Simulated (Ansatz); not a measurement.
# PbO (model cell, started as layered BN type): the cell at rest

Task: relax PbO (model cell, started as layered BN type) tightly.

Calculated with Ansatz 0.2.0; DFT PBEsol, scalar-relativistic, plane waves, PAW; PAW set soft_1.

The structure was built from a prototype and need not be the compound's stable phase.

## 1. Set-up

It takes space group P6_3/mmc (No. 194, hexagonal). The conventional cell has a = 4.127 Å, b = 4.127 Å, c = 5.957 Å, α = 90.00°, β = 90.00°, γ = 120.00°. Nearest to Pb lie 3 O at 2.38 Å. O has 3 Pb at 2.38 Å nearest. Farther neighbours and most contacts between anions are not listed.

Coordinates:

```cif
data_structure
_symmetry_space_group_name_H-M 'P 1'
_symmetry_Int_Tables_number 1
_cell_length_a 4.1271
_cell_length_b 4.1271
_cell_length_c 5.9570
_cell_angle_alpha 90.000
_cell_angle_beta 90.000
_cell_angle_gamma 120.000
_cell_volume 87.87
loop_
_atom_site_label
_atom_site_type_symbol
_atom_site_fract_x
_atom_site_fract_y
_atom_site_fract_z
_atom_site_occupancy
Pb1 Pb 0.33333 0.66667 0.25000 1
Pb2 Pb 0.66667 0.33333 0.75000 1
O3 O 0.66667 0.33333 0.25000 1
O4 O 0.33333 0.66667 0.75000 1
```

## 2. Probe on a coarse mesh

First a cheap look: the gap decides the mesh and the occupations, the pressure tells how far the cell has to move.

input.yaml

```yaml
crystal:
  lattice:
    - [4.12713, 0.0, 0.0]
    - [-2.06357, 3.5742, 0.0]
    - [0.0, 0.0, 5.957]
  atoms:
    - { symbol: Pb, position: [0.333333, 0.666667, 0.25] }
    - { symbol: Pb, position: [0.666667, 0.333333, 0.75] }
    - { symbol: O, position: [0.666667, 0.333333, 0.25] }
    - { symbol: O, position: [0.333333, 0.666667, 0.75] }
kpoints:
  mp_grid: { grid: [6, 6, 4] }
hamiltonian:
  xc: pbesol
  pseudopotentials: { kind: paw, azcp: { folder: soft_1 }, xc_functional: pbe }
scf:
  occupations: { method: gaussian, width: 0.1 }
output:
  forces: true
  stress: true
  eigenvalues: true
```

Launch:

```sh
ansatz run input.yaml --threads 4 --pin off --max-ram 10240MiB --backend cpu --events-out ev --progress --plain --runs-dir out
```

Numbers of over 12 decimals in the logs are rounded to 6 here.

The program printed:

```text
[...]
--- Band table (eV; the first three rows and the last of 21) ---
  k-point 0: bands = [... 16 lower, 4.7466, 5.2048, 5.2048, 5.6856, 10.6016, 12.4695, 12.4695, 12.8767]
  k-point 1: bands = [... 16 lower, 4.8190, 5.1440, 5.1440, 5.8083, 10.3651, 12.0135, 12.4461, 12.4461]
  k-point 2: bands = [... 16 lower, 4.9874, 4.9874, 5.4851, 5.4851, 10.3866, 10.3866, 12.5067, 12.5067]
  k-point 20: bands = [... 16 lower, 5.5406, 5.5406, 7.7700, 7.7700, 8.9060, 8.9060, 11.2370, 11.2370]
[key lines of the parts left out:]
SCF converged after 8 iterations
Free energy (F): -24634.250047 eV
Fermi energy:    8.337973 eV
P = ⅓ Tr σ = -2.1089 GPa (-21.089 kbar)
```

The job ended after 3.7 s (4 threads of Arm Neoverse V1, shared host; peak memory 0.4 GiB; 3.1 s of CPU time).

Numbers from this step:

| Property | Result |
| --- | --- |
| pressure | -2.109 GPa |
| gap on the k-mesh | 1.136 eV |
| volume per atom | 21.97 Å³ |
| direct gap on mesh | 1.136 eV |

The coarse mesh shows a gap of 1.14 eV and a pressure of -2.1 GPa.

## 3. Bringing the structure to rest

Harmonic phonons are second derivatives at a point where the forces vanish, and they are wanted at zero stress, so atoms and cell are relaxed first.

input.yaml, the sections that differ from step 2:

```yaml
kpoints:
  mp_grid: { grid: [9, 9, 4] }
scf:
  occupations: { method: gaussian, width: 0.02 }
output:
  forces: true
  stress: true
  eigenvalues: true
  write_density: true
  write_potential: true
  elf: true
  volumetric_format: npy
relax:
  adjacent_minimum: "off"
  f_tol: 0.005
  max_steps: 80
  cell: { stress_tol: 0.05 }
# crystal, hamiltonian: as in step 2
```

The program printed:

```text
[...]
Crystal: 4 atoms, lattice volume = 87.873 Å³
Basis set: ecut = 420 eV, 1663 PW (Γ), exchange–correlation on 60×60×80 points (8 copies of the dense FFT grid, shifted against one another)
Bands: 24, of which v1, the nominal top of the filled ones, is band 20 counted from 1 (19 counted from 0)
Symmetry: 24 space group operations
[...]
k-points: 36 of 324
[...]
SCF iter   1: F=—  HF=-24634.566196 eV  |F-HF|=—  |Δ(HF+E_count)|=         —  Δρ=3.24e-2  dr2=1.54e0  ethr=3.10e-3  ⟨swp⟩=6.4  Hψ=3909  notcnv=0
[...]
SCF iter   8: F=-24634.249995 eV  HF=-24634.249995 eV  |F-HF|=2.53e-9  |Δ(HF+E_count)|=   7.00e-9  Δρ=2.88e-6  dr2=7.81e-9  ethr=2.50e-10  ⟨swp⟩=10.6  Hψ=6414  notcnv=0
SCF 1 converged in 8 iterations: F = -24634.249995 eV  dr2 = 7.81e-9
[...]
relax step   1: F+E_penalty+E_count = -24634.24999542 eV  Δ(F+E_penalty+E_count) = +0.000e0 eV  max|allowed force component| = 1.758e-16 eV/Å  Δτ_max = 0.0000 Å  P = -2.110 GPa  Ω = 87.873 Å³  (8 SCF iters, dr2 threshold 1.00e-7 eV, accepted)
Crystal: 4 atoms, lattice volume = 83.601 Å³
Basis set: ecut = 420 eV, 1639 PW (Γ), exchange–correlation on 60×60×80 points (8 copies of the dense FFT grid, shifted against one another)
[...]
iter 1 solved again at ethr=6.96e-6 eV; its pass at ethr=3.10e-3 eV (dr2=2.78e-3 eV) is discarded
[...]
SCF iter   7: F=-24634.406437 eV  HF=-24634.406437 eV  |F-HF|=9.27e-9  |Δ(HF+E_count)|=   3.76e-7  Δρ=5.78e-6  dr2=2.53e-8  ethr=1.00e-9  ⟨swp⟩=10.8  Hψ=6512  notcnv=0
SCF 2 converged in 7 iterations: F = -24634.406437 eV  dr2 = 2.53e-8
  Residual-converged pass: ⟨swp⟩=1.1  Hψ=1016  notcnv=0  max |occ|·‖R‖ = 7.1e-9 eV (tolerance 1.0e-8 eV)  dr2=2.53e-8  dr2_onsite=4.32e-9  max |Δocc| = 0.0e0
[...]
relax step   2: F+E_penalty+E_count = -24634.40643705 eV  Δ(F+E_penalty+E_count) = -1.564e-1 eV  max|allowed force component| = 4.626e-16 eV/Å  Δτ_max = 0.0000 Å  P = -0.178 GPa  Ω = 83.601 Å³  energy of the carried Pulay correction = +5.491e-3 eV  (7 SCF iters, dr2 threshold 4.00e-7 eV, accepted)
Crystal: 4 atoms, lattice volume = 82.738 Å³
Basis set: ecut = 420 eV, 1595 PW (Γ), exchange–correlation on 60×60×80 points (8 copies of the dense FFT grid, shifted against one another)
[...]
SCF iter   6: F=-24634.528556 eV  HF=-24634.528556 eV  |F-HF|=9.97e-8  |Δ(HF+E_count)|=   3.82e-7  Δρ=6.84e-6  dr2=7.34e-8  ethr=1.00e-9  ⟨swp⟩=10.9  Hψ=6631  notcnv=0
SCF 3 converged in 6 iterations: F = -24634.528556 eV  dr2 = 7.34e-8
relax step   3: F+E_penalty+E_count = -24634.52855604 eV  Δ(F+E_penalty+E_count) = -1.221e-1 eV  max|allowed force component| = 2.313e-16 eV/Å  Δτ_max = 0.0000 Å  P = -0.866 GPa  Ω = 82.738 Å³  energy of the carried Pulay correction = +7.018e-3 eV  (6 SCF iters, dr2 threshold 4.00e-7 eV, accepted)
[...]
relax step   4: F+E_penalty+E_count = -24634.52314829 eV  Δ(F+E_penalty+E_count) = +5.408e-3 eV  max|allowed force component| = 1.850e-16 eV/Å  Δτ_max = 0.0000 Å  P = +2.219 GPa  Ω = 79.578 Å³  energy of the carried Pulay correction = +1.133e-2 eV  (6 SCF iters, dr2 threshold 4.00e-7 eV, rejected (line search))
[...]
relax step   5: F+E_penalty+E_count = -24634.54358640 eV  Δ(F+E_penalty+E_count) = -1.503e-2 eV  max|allowed force component| = 2.961e-16 eV/Å  Δτ_max = 0.0000 Å  P = -0.017 GPa  Ω = 81.663 Å³  energy of the carried Pulay correction = +8.520e-3 eV  (9 SCF iters, accepted)
[...]
relax step   6: F+E_penalty+E_count = -24634.54364973 eV  Δ(F+E_penalty+E_count) = -6.333e-5 eV  max|allowed force component| = 1.110e-16 eV/Å  Δτ_max = 0.0000 Å  P = -0.001 GPa  Ω = 81.642 Å³  energy of the carried Pulay correction = +8.554e-3 eV  (4 SCF iters, dr2 threshold 2.44e-8 eV, accepted)
[...]
relax step   7: F+E_penalty+E_count = -24634.54298705 eV  Δ(F+E_penalty+E_count) = +6.627e-4 eV  max|allowed force component| = 4.163e-16 eV/Å  Δτ_max = 0.0000 Å  P = -0.034 GPa  Ω = 81.642 Å³  stress off target by 1.79e-1 GPa  SCF on the basis re-selected at this cell (its energy is not comparable with the rows above)  (7 SCF iters)
[...]
relax step   8: F+E_penalty+E_count = -24634.54314021 eV  Δ(F+E_penalty+E_count) = -1.532e-4 eV  max|allowed force component| = 7.216e-16 eV/Å  Δτ_max = 0.0000 Å  P = +0.003 GPa  Ω = 81.603 Å³  energy of the carried Pulay correction = +6.118e-5 eV  (4 SCF iters, dr2 threshold 8.03e-8 eV, accepted)
[...]
SCF iter   5: F=-24634.543100 eV  HF=-24634.543100 eV  |F-HF|=1.46e-11  |Δ(HF+E_count)|=  1.38e-10  Δρ=2.12e-7  dr2=3.76e-11  ethr=1.00e-12  ⟨swp⟩=5.2  Hψ=4576  notcnv=0
SCF 9 converged in 5 iterations: F = -24634.543100 eV  dr2 = 3.76e-11
relax step   9: F+E_penalty+E_count = -24634.54309959 eV  Δ(F+E_penalty+E_count) = +4.062e-5 eV  max|allowed force component| = 6.291e-16 eV/Å  Δτ_max = 0.0000 Å  P = +0.001 GPa  Ω = 81.603 Å³  stress off target by 5.19e-3 GPa  SCF on the basis re-selected at this cell (its energy is not comparable with the rows above)  (5 SCF iters)
[...]
SCF converged after 5 iterations
Free energy (F): -24634.543100 eV
[...]
Internal energy: -24634.543100 eV  (E = F + TS)
E sigma→0 (E₀):  -24634.543100 eV
Fermi energy:    9.405918 eV
[...]
--- Stress (GPa, compression-positive) ---
        0.004322       0.000000       0.000000
       -0.000000       0.004322       0.000000
        0.000000       0.000000      -0.005189
  P = ⅓ Tr σ = 0.0012 GPa (0.012 kbar)
--- Band table (eV; the first three rows and the last of 36) ---
  k-point 0: bands = [... 16 lower, 5.2983, 6.1487, 6.1715, 6.1715, 12.6429, 12.9015, 12.9015, 13.5961]
  k-point 1: bands = [... 16 lower, 5.4514, 6.0766, 6.0766, 6.7762, 12.1418, 12.8075, 12.8075, 13.2931]
  k-point 2: bands = [... 16 lower, 5.7929, 5.7929, 7.2590, 7.2590, 11.9917, 11.9917, 12.8660, 12.8660]
  k-point 35: bands = [... 16 lower, 6.5083, 6.5083, 8.8075, 8.8075, 10.0044, 10.0044, 11.9808, 11.9808]
--- Relaxed structure (7 steps of the walk, 6 accepted, 2 SCFs on fresh bases) ---
  F+E_penalty+E_count = -24634.54309959 eV   max|allowed force component| = 6.291e-16 eV/Å   (the final SCF, on the basis selected at the relaxed cell)
  cell:  # Å, volume = 81.6035 Å³
    - [4.239255, 2.96517793881863e-6, 0.0]
    - [-2.119630, 3.671301, 0.0]
    - [0.0, 0.0, 5.243230]
  atoms:
    - { symbol: Pb, position: [0.333333, 0.666667, 0.25] }
    - { symbol: Pb, position: [0.666667, 0.333333, 0.75] }
    - { symbol: O, position: [0.666667, 0.333333, 0.25] }
    - { symbol: O, position: [0.333333, 0.666667, 0.75] }
```

The job ended after 11 s (4 threads; peak memory 0.44 GiB).

Step by step:

```csv
step,energy less that of the first step (eV),largest force component (eV/Å),pressure (GPa),volume (Å³)
1,0.0000,0.0000,-2.11,87.87
2,-0.1564,0.0000,-0.18,83.60
3,-0.2786,0.0000,-0.87,82.74
4,-0.2732,0.0000,2.22,79.58
5,-0.2936,0.0000,-0.02,81.66
6,-0.2937,0.0000,0.00,81.64
7*,-0.2930,0.0000,-0.03,81.64
8,-0.2931,0.0000,0.00,81.60
9*,-0.2931,0.0000,0.00,81.60
```

Relaxation steps marked * repeat the geometry before them on a plane-wave basis chosen anew for their cell, so energy and pressure can jump there. Relaxation step 4 was tried and not accepted.

The run keeps the 24 symmetry operations that it works with, so distortions that break them were not tested.

```
conventional cell, symmetrised  before  after   change
                         a (Å)   4.127  4.239   +2.7 %
                         b (Å)   4.127  4.239   +2.7 %
                         c (Å)   5.957  5.243  -12.0 %
              volume (Å³/atom)   21.97  20.40   -7.1 %
```

The relaxed structure:

```cif
data_structure
_symmetry_space_group_name_H-M 'P 1'
_symmetry_Int_Tables_number 1
_cell_length_a 4.2393
_cell_length_b 4.2393
_cell_length_c 5.2432
_cell_angle_alpha 90.000
_cell_angle_beta 90.000
_cell_angle_gamma 120.000
_cell_volume 81.60
loop_
_atom_site_label
_atom_site_type_symbol
_atom_site_fract_x
_atom_site_fract_y
_atom_site_fract_z
_atom_site_occupancy
Pb1 Pb 0.33333 0.66667 0.25000 1
Pb2 Pb 0.66667 0.33333 0.75000 1
O3 O 0.66667 0.33333 0.25000 1
O4 O 0.33333 0.66667 0.75000 1
```

Numbers from this step:

| Property | Result |
| --- | --- |
| pressure | 0.001152 GPa |
| gap on the k-mesh | 1.197 eV |
| volume per atom | 20.40 Å³ |
| direct gap on mesh | 1.197 eV |

ELF in the ac plane at fractional y = 0.333, with atoms of Pb and O within 0.2 Å of it. It is the smooth field of the valence electrons, not physical close to the nuclei.

Values, 17 rows by 14 columns, each cell a mean:
```
0.07 0.07 0.07 0.07 0.07 0.10 0.19 0.28 0.32 0.34 0.33 0.29 0.22 0.13
0.11 0.11 0.14 0.13 0.11 0.18 0.31 0.43 0.43 0.40 0.42 0.44 0.35 0.22
0.14 0.17 0.24 0.20 0.15 0.23 0.39 0.42 0.25 0.13 0.20 0.39 0.43 0.28
0.16 0.20 0.30 0.25 0.17 0.25 0.41 0.33 0.09 0.02 0.05 0.26 0.43 0.31
0.16 0.20 0.29 0.24 0.17 0.25 0.41 0.34 0.09 0.01 0.05 0.26 0.43 0.30
0.14 0.16 0.22 0.19 0.14 0.23 0.38 0.44 0.30 0.18 0.25 0.41 0.42 0.27
0.10 0.11 0.14 0.12 0.10 0.17 0.30 0.42 0.44 0.42 0.43 0.44 0.34 0.21
0.06 0.06 0.07 0.06 0.06 0.09 0.16 0.24 0.28 0.30 0.29 0.25 0.19 0.11
0.06 0.07 0.09 0.08 0.06 0.06 0.10 0.15 0.18 0.20 0.19 0.16 0.11 0.07
0.10 0.16 0.21 0.18 0.12 0.10 0.16 0.35 0.48 0.55 0.51 0.39 0.21 0.10
0.16 0.26 0.34 0.29 0.19 0.16 0.33 0.66 0.78 0.80 0.80 0.72 0.44 0.18
0.19 0.31 0.39 0.34 0.22 0.20 0.44 0.77 0.77 0.66 0.73 0.79 0.57 0.23
0.19 0.32 0.40 0.36 0.23 0.21 0.48 0.79 0.69 0.43 0.60 0.79 0.61 0.26
0.18 0.30 0.38 0.34 0.22 0.19 0.43 0.76 0.77 0.68 0.75 0.79 0.56 0.23
0.15 0.25 0.32 0.28 0.18 0.15 0.31 0.63 0.77 0.80 0.79 0.69 0.41 0.17
0.09 0.15 0.19 0.17 0.11 0.09 0.15 0.30 0.42 0.49 0.45 0.34 0.19 0.10
0.05 0.07 0.08 0.07 0.06 0.06 0.09 0.14 0.17 0.18 0.17 0.15 0.11 0.07
```
Columns run along a (4.2 Å), rows up along c (5.2 Å). Atoms in or near the plane, at fractional coordinates: Pb at (0.67, 0.75), O at (0.67, 0.25).

Electrostatic potential energy in the ac plane at fractional y = 0.333, with atoms of Pb and O within 0.2 Å of it. With pseudopotentials it is smooth inside the atoms' cores, unlike the true potential.

Ten even steps from '_' (-34 eV) to '@' (12 eV), each cell a mean:
```
@@@@@@@@@@@@@@%%##****##%%@@
@@@@@@@@@@@@%%++::....==##%%
@@@@@@@@@@%%**..________==%%
@@@@@@@@@@%%==____....__--##
@@@@@@@@@@%%==____....__--##
@@@@@@@@@@%%**..______..++%%
@@@@@@@@@@@@%%++::..::==##%%
@@@@@@@@@@@@@@%%######%%@@@@
@@@@@@@@@@@@@@@@@@@@@@@@@@@@
@@@@@@@@@@@@@@@@@@@@@@@@@@@@
@@@@%%%%@@@@@@@@**==++%%@@@@
@@%%%%%%%%@@@@##::__..++@@@@
@@%%%%%%%%@@@@++..____--@@@@
@@%%%%%%@@@@@@##::....++@@@@
@@@@%%%%@@@@@@@@##++**@@@@@@
@@@@@@@@@@@@@@@@@@@@@@@@@@@@
@@@@@@@@@@@@@@@@@@@@@@@@@@@@
```
Columns run along a (4.2 Å; values clipped at the 3rd and 97th percentile), rows up along c (5.2 Å). Atoms in or near the plane, at fractional coordinates: Pb at (0.67, 0.75), O at (0.67, 0.25).

Valence density in the ac plane at fractional y = 0.333, with atoms of Pb and O within 0.2 Å of it. It is the smooth field of the valence electrons, not physical close to the nuclei.

Ten even steps from '_' (0.0 e/Å³) to '@' (7.7 e/Å³), each cell a mean:
```
____________________________
________________..::::..____
______________::==**++--..__
____________..--**@@##==..__
______________--**@@##==..__
______________::==++==::____
________________..::....____
____________________________
____________________________
____________________________
________________..::::______
______________..==##++::____
______________::**@@##::____
______________..--**==..____
________________..::..______
____________________________
____________________________
```
Columns run along a (4.2 Å), rows up along c (5.2 Å). Atoms in or near the plane, at fractional coordinates: Pb at (0.67, 0.75), O at (0.67, 0.25).

In this step the volume went from 21.97 to 20.40 Å³/atom.

## 4. Tight relaxation

Phonons need a cell at rest on their own settings, so the relaxation is repeated with tight tolerances on forces and stress, using the mesh and the filling of the phonon run that follows.

input.yaml

```yaml
crystal:
  lattice:
    - [4.2392552545, 2.9652e-06, 0.0]
    - [-2.1196301952, 3.671301261, 0.0]
    - [0.0, 0.0, 5.2432298645]
  atoms:
    - { symbol: Pb, position: [0.3333333333, 0.6666666667, 0.25] }
    - { symbol: Pb, position: [0.6666666667, 0.3333333333, 0.75] }
    - { symbol: O, position: [0.6666666667, 0.3333333333, 0.25] }
    - { symbol: O, position: [0.3333333333, 0.6666666667, 0.75] }
kpoints:
  mp_grid: { grid: [9, 9, 4] }
hamiltonian:
  xc: pbesol
  pseudopotentials: { kind: paw, azcp: { folder: soft_1 }, xc_functional: pbe }
scf:
  occupations: { method: fixed }
output:
  forces: true
  stress: true
  eigenvalues: true
relax:
  adjacent_minimum: "off"
  f_tol: 0.001
  max_steps: 60
  cell: { stress_tol: 0.01 }
```

The program printed:

```text
[...]
Crystal: 4 atoms, lattice volume = 81.603 Å³
Basis set: ecut = 420 eV, 1595 PW (Γ), exchange–correlation on 60×60×72 points (8 copies of the dense FFT grid, shifted against one another)
Bands: 24, of which v1, the nominal top of the filled ones, is band 20 counted from 1 (19 counted from 0)
Symmetry: 24 space group operations
[...]
k-points: 36 of 324
[...]
--- Relaxed structure (1 steps of the walk, 1 accepted, 1 SCFs on fresh bases) ---
[...]
cell:  # Å, volume = 81.6035 Å³
    - [4.239255, 2.965206623684241e-6, 0.0]
    - [-2.119630, 3.671301, 0.0]
    - [0.0, 0.0, 5.2432298645]
  atoms:
    - { symbol: Pb, position: [0.333333, 0.666667, 0.25] }
    - { symbol: Pb, position: [0.666667, 0.333333, 0.75] }
    - { symbol: O, position: [0.666667, 0.333333, 0.25] }
    - { symbol: O, position: [0.333333, 0.666667, 0.75] }
[key lines of the parts left out:]
SCF converged after 7 iterations
Free energy (F): -24634.543100 eV
Fermi energy:    8.807460 eV
P = ⅓ Tr σ = 0.0011 GPa (0.011 kbar)
```

It took 2.4 s on 4 threads; peak memory 0.4 GiB.

Little changed from the start: no atom moved by 0.005 Å and no cell edge by 0.1 %.

This step gave:

| Item | Value |
| --- | --- |
| pressure | 0.001148 GPa |

The forces vanish by symmetry and the pressure is 0.001 GPa, within the tolerances set. The cell now holds 20.40 Å³/atom.

## 5. What came out

* space group after relaxation (within 0.01 Å): P6_3/mmc
* lattice constant a: 4.239 Å
* lattice constant b: 4.239 Å
* lattice constant c: 5.243 Å
* volume per atom: 20.4 Å³
* gap on the k-mesh: 1.20 eV

The forces vanish by symmetry and the pressure is 0.001 GPa, within the tolerances set. The cell now holds 20.40 Å³/atom. The relaxation keeps the symmetry of its start, so it says nothing on stability against lower symmetry. Spin-orbit coupling is left out, which can matter for the heavy elements here. The PAW files were made for PBE and serve the other functionals too. The starting cell was built on a prototype and not taken from a measurement, so the phase need not exist.

[Logs are printed without paths, hosts, clocks, repeated set-up lines and the standing remarks that a program may print on its own settings, such as how far it seeks lower states.]

[Hosts, paths, dates, database ids (printed as entryN), source tags and the programs' standing remarks are cut or masked in the printed files.]
